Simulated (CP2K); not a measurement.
Runs of CP2K 2026.2 on SrO. Symmetry: Fm-3m, No. 225, cubic system. The conventional cell has a = 5.133 Å, b = 5.133 Å, c = 5.133 Å, α = 90.00°, β = 90.00°, γ = 90.00°. Sr (site symmetry m-3m) has 6 O at 2.57 Å as nearest neighbours. Around O (site symmetry m-3m) lie 6 Sr at 2.57 Å. 

```tsv
task	level	potentials or basis	NGRIDS	points a segment of the path (NPOINTS)	bands added on the path	gap on the mesh (eV)	pressure (GPa)
single point	PBE	POTENTIAL_UZH Sr GTH-PBE-q10, O GTH-PBE-q6; TZVP-MOLOPT-PBE-GTH basis	5	-	-	3.52	4.7
band structure	PBE	POTENTIAL_UZH Sr GTH-PBE-q10, O GTH-PBE-q6; TZVP-MOLOPT-PBE-GTH basis	4	6	6	3.52	4.7
band structure	revPBE	POTENTIAL_UZH Sr GTH-PBE-q10, O GTH-PBE-q6; TZVP-MOLOPT-PBE-GTH basis	5	8	2	(a)	6.8
band structure	LDA	GTH_POTENTIALS Sr GTH-PADE-q10, O GTH-PADE-q6; TZVP-MOLOPT-PBE-GTH basis	5	8	6	3.39	(b)
band structure	RPBE	POTENTIAL_UZH Sr GTH-PBE-q10, O GTH-PBE-q6; TZVP-MOLOPT-PBE-GTH basis	4	8	4	3.61	7.5
```

Alike in all rows: no spin polarisation; cell as given; k mesh 9 × 9 × 9; smearing fermi-dirac 0.05 eV.

Task: Estimate the missing entries.

Result: (a) 3.59; (b) -2.6.

Caveats: the basis of atomic orbitals isn't converged, which shifts pressures, moduli and gaps; the potentials were made for another functional, which shifts forces and pressure (some runs); an odd mesh through Γ misses points on the zone boundary, where band edges often lie (some runs).

A k mesh can miss the band edges, and the runs leave out spin-orbit coupling on Sr.
